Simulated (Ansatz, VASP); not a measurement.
# Two plane-wave programs on CdS

```
Cd S
1.0
     0.03274    2.91000    2.91000
     2.94274    0.00000    2.94274
     2.91000    2.91000    0.03274
Cd S
1 1
Direct
  0.00000 0.00000 0.00000
  0.75000 0.75000 0.75000
```

Change from the starting cell: strain +0.0225 x Voigt [0, 0, 0, 0, 1, 0], atoms carried along.

Alike in both runs: task single point; functional PBE; k mesh 8 × 8 × 8; occupations gaussian, width 0.05 eV; no spin polarisation.

|  | VASP | Ansatz |
| --- | --- | --- |
| version | VASP 6.6.1 | Ansatz 0.2.0 |
| potentials or method | VASP PAW PBE potentials, release 64 (Cd, S) | scalar-relativistic, plane waves, PAW |
| plane-wave cutoff (eV) | 520 | 420 |
| valence electrons in the cell | 18 | 26 |

Ansatz gave:

```
gap on the k mesh at the Fermi level (eV)       : 1.12
least direct gap on the mesh (eV)               : 1.12
pressure (GPa)                                  : 3.3
largest component of the traceless stress (GPa) : 1.27
rms of the force components (eV/Å)              : 0.094
```

What did VASP give for the same quantities?

gap on the k mesh at the Fermi level (eV): 1.13; least direct gap on the mesh (eV): 1.13; pressure (GPa): 3.7; largest component of the traceless stress (GPa): 1.29; rms of the force components (eV/Å): 0.097.

Atom by atom the forces differ by 0.003 eV/Å (rms over components). With one functional, cell and mesh, what is left measures potentials, basis and numerics. The two sets of potentials don't hold the same shells in valence.
